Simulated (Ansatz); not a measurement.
Write the native input for Ansatz 0.2.0 that does the following.

```
Task                : relaxation of cell and atoms
Functional          : PBE
Potentials or basis : Ansatz PAW earlier set
Cutoff              : 930 eV (not typed: the program's choice for these potentials)
k mesh              : 10 × 10 × 6
Occupations         : fermi-dirac, width 0.05 eV
Spin                : no spin polarisation
```

Crystal: CuO.

```xyz
4
Lattice="0.0000 -2.1166 -2.1166 -2.1166 0.0000 -2.1166 2.1166 2.1166 -4.2331" Properties=species:S:1:pos:R:3 pbc="T T T"
Cu    0.0233   -0.0336   -4.1419
Cu    0.0233    2.0829   -6.2584
O    -0.0233    0.0336   -6.4409
O    -0.0233    0.0336   -2.2078
```

The cell comes from a database or a generator and needn't be the stable form of this composition.

The cell isn't the ideal one: all O atoms moved 0.2 Å in one direction.

One way to write it, as run:

input.yaml

```yaml
crystal:
  lattice:
    - [0.0, -2.11656, -2.11656]
    - [-2.11656, 0.0, -2.11656]
    - [2.11656, 2.11656, -4.23312]
  atoms:
    - { symbol: Cu, position: [0.50388754, 0.47698801, 0.4880064] }
    - { symbol: Cu, position: [0.00388754, 0.97698801, 0.9880064] }
    - { symbol: O, position: [0.74611246, 0.77301199, 0.7619936] }
    - { symbol: O, position: [0.24611246, 0.27301199, 0.2619936] }
hamiltonian:
  xc: pbe
  pseudopotentials: { kind: paw, source: ansatz }
kpoints:
  mp_grid: { grid: [10, 10, 6] }
scf:
  occupations: { method: fermi_dirac, width: 0.05 }
output:
  forces: true
  stress: true
  eigenvalues: true
relax:
  f_tol: 0.01
  max_steps: 40
  cell: { stress_tol: 0.05 }
```

Potentials or basis: Ansatz PAW earlier set.

Command:

```sh
$ ansatz run input.yaml --threads 2 --pin off --max-ram 5632MiB --backend cpu --events-out ev --progress --plain --runs-dir out
```

It gave:

```json
{"Relaxed volume": "9.56 Å³/atom", "Relaxed cell": "a = 2.999 Å, b = 2.998 Å, c = 5.194 Å, α = 73.37°, β = 73.38°, γ = 60.11°", "Space group after relaxing (to 0.05 Å)": "Fm-3m (No. 225)", "Energy gained by relaxing": "58.1 meV/atom", "Ionic steps": "6", "Pressure after relaxing": "0.0 GPa", "Band gap on the k mesh": "none (metal or under the smearing width)"}
```

Caveat: the plane-wave basis is chosen anew once the cell has moved, so the energies of steps on either side of that aren't comparable; the run has no spin polarisation, though such a crystal can be magnetic; semilocal functionals often make such compounds metallic where correlation or magnetic order opens a gap, which also shifts bond lengths.

Wall time 5.8 min on 2 threads of Arm Neoverse V2, with other jobs on the host, peak memory 1.1 GiB.
